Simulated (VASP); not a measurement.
# MgTe: band structure with HSE06

Crystal: MgTe.

```
Mg Te
1.0
     0.00000    3.22043    3.22043
     3.22043    0.00000    3.22043
     3.22043    3.22043    0.00000
Mg Te
1 1
Direct
  0.00000 0.00000 0.00000
  0.25000 0.25000 0.25000
```

The cell was built by a generator and needn't be a form met in nature.

```
Program                            : VASP 6.6.1
Task                               : band structure
Functional                         : HSE06
Potentials or basis                : VASP PAW PBE potentials, release 64 (Mg, Te)
Cutoff                             : 520 eV
k mesh                             : 4 × 4 × 4
Occupations                        : gaussian, width 0.03 eV
Spin                               : spin-orbit coupling, no magnetisation
Grid for exact exchange (PRECFOCK) : Fast
Screening parameter                : 0.2 1/A
Further INCAR settings             : ALGO = Normal; EDIFF = 1e-06; NBANDS = 22
```

- Pressure: 0.4 GPa
- Valence electrons inside the program's atomic spheres: Mg 0.32; Te 3.63

Run time: 13 min on 1 thread of AMD EPYC 9R14 (Zen 4) (shared host), peak memory 0.44 GiB.

Caveat: the k mesh is coarse (spacing up to 0.42 Å⁻¹), so the values aren't converged, least of all with exact exchange; the PAW data sets were made with another functional, which shifts forces and pressure a little.
